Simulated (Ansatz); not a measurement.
TiSi2:

```
Ti Si
1.0
     1.76511   -6.75928    0.00000
     1.76511    6.75928    0.00000
     0.00000    0.00000    3.56517
Ti Si
2 4
Direct
  0.10312 0.89688 0.25000
  0.89688 0.10312 0.75000
  0.75031 0.24969 0.25000
  0.24969 0.75031 0.75000
  0.44175 0.55825 0.25000
  0.55825 0.44175 0.75000
```

The cell comes from a database or a generator and needn't be the stable form of this composition.

Base run:

* Program: Ansatz 0.2.0
* Functional: PBEsol
* Potentials or basis: Ansatz PAW
* Cutoff: 420 eV (not typed: the program's choice for these potentials)
* k mesh: 8 × 8 × 8
* Occupations: fermi-dirac, width 0.05 eV
* Spin: no spin polarisation
* Hubbard terms: Ti d U = 5 eV

Its results: band gap on the k mesh none (metal or under the smearing width); pressure 2.3 GPa; largest force 0.323 eV/Å.

**Question.** After a change of settings the same cell gave: band gap on the k mesh none (metal or under the smearing width); pressure 3.7 GPa; largest force 0.390 eV/Å. Which change was it?
A. hubbard terms from Ti d U = 5 eV to Ti d U = 6 eV
B. hubbard terms from Ti d U = 5 eV to Ti d U = 4 eV
C. hubbard terms from Ti d U = 5 eV to none; hubbard projectors from ortho-atomic (the default) to none

**Answer.** A.

Caveats: U without spin polarisation on a metal has little footing; the PAW data sets come from PBE, with cores solved anew for the run's functional, which leaves a small shift of forces and pressure; the U is typed as a test and isn't derived for this compound.
